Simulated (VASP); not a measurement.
Write the native input for VASP 6.6.1 that does the following.

| Property | Result |
| --- | --- |
| Task | relaxation of cell and atoms |
| Functional | PBE |
| Potentials or basis | VASP PAW PBE potentials, release 64 (Co, Si) |
| Cutoff | 600 eV |
| k mesh | 14 × 14 × 14 |
| Occupations | methfessel-paxton, width 0.1 eV |
| Spin | no spin polarisation |
| Further INCAR settings | ALGO = Fast; EDIFF = 1e-06; IBRION = 2; EDIFFG = -0.005; NSW = 80; ISIF = 3 |

The structure of CoSi2 lies in POSCAR:

```
CoSi2                                   
1.0
    0.0000000000      2.6793495352      2.6793495352
    2.6793495352      0.0000000000      2.6793495352
    2.6793495352      2.6793495352      0.0000000000
  Co              Si            
     1     2
Direct
     0.0000000000000000    0.0000000000000000    0.0000000000000000
     0.7500000000000000    0.7500000000000000    0.7500000000000000
     0.2500000000000000    0.2500000000000000    0.2500000000000000
```

The cell comes from a database or a generator and needn't be the stable form of this composition.

One way to write it, as run:

INCAR

```
SYSTEM = CoSi2
  PREC = Accurate
  ENCUT = 600
  EDIFF = 1E-6
  ISMEAR = 1
  SIGMA = 0.1
  LREAL = .FALSE.
  LASPH = .TRUE.
  NELM = 120
  ALGO = Fast
  ISIF = 3
  LWAVE = .FALSE.
  LCHARG = .FALSE.
  GGA = PE
  IBRION = 2
  NSW = 80
  EDIFFG = -0.005
  KPAR = 2
```

KPOINTS

```
Automatic mesh
0
G
  14 14 14
  0 0 0
```

Potentials or basis: VASP PAW PBE potentials, release 64 (Co, Si).

Launch:

```bash
$ cat potpaw_PBE.64/Co/POTCAR potpaw_PBE.64/Si/POTCAR > POTCAR
$ mpirun -np 2 vasp_std > vasp.out
```

Results of the run:

| Item | Value |
| --- | --- |
| Pressure after relaxing | -0.1 GPa |
| Band gap on the k mesh | none (metal or under the smearing width) |

Caveat: the relaxation stopped at its first step, so nothing moved.

It took 20 s on 2 MPI ranks on Intel(R) Xeon(R) 6975P-C (Granite Rapids) (shared host), peak memory 0.2 GiB a rank.
